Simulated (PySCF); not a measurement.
## Substituent chemical shifts

Parent skeleton `[CH2:1]=[CH:2][CH2:3][CH3:4]`; one hydrogen on atom 4 is replaced by X. Hydrogens on one atom are averaged.

PySCF calculation with PBE0/pcSseg-1 with gauge-including orbitals and structure optimised with GFN2-xTB; equivalent nuclei averaged, no solvent, no relativistic terms, a single conformation.

References, each an isolated molecule treated in the same way: ¹³C, ¹H against TMS.

Parent (X = H): C1 120.2, C2 150.2, C3 34.1, C4 17.4, H(C1) 5.29, H(C2) 6.15, H(C3) 2.13, H(C4) 1.06 ppm. Effects are Δδ = δ(X) − δ(H), positive for deshielding.

Four derivatives gave (Δδ, ppm):
| compound | C1 | C2 | C3 | C4 | H(C1) | H(C2) | H(C3) | H(C4) |
| --- | --- | --- | --- | --- | --- | --- | --- | --- |
| 1 | +4.9 | -4.5 | -0.5 | +19.4 | +0.22 | -0.15 | +0.24 | +0.81 |
| 2 | +1.1 | -3.9 | +5.7 | +51.1 | +0.02 | -0.17 | +0.45 | +2.61 |
| 3 | +0.9 | -1.8 | +3.9 | +19.4 | +0.07 | +0.01 | +0.20 | +0.52 |
| 4 | -0.1 | -1.2 | +8.3 | +19.7 | -0.01 | +0.06 | -0.03 | +0.26 |

Task: Their substituents are CH2F, CHF2, N=CH2, nPr. Which is which?

Result: 1: X = CHF2 (C=CCCC(F)F); 2: X = N=CH2 (C=CCCN=C); 3: X = CH2F (C=CCCCF); 4: X = nPr (C=CCCCCC).
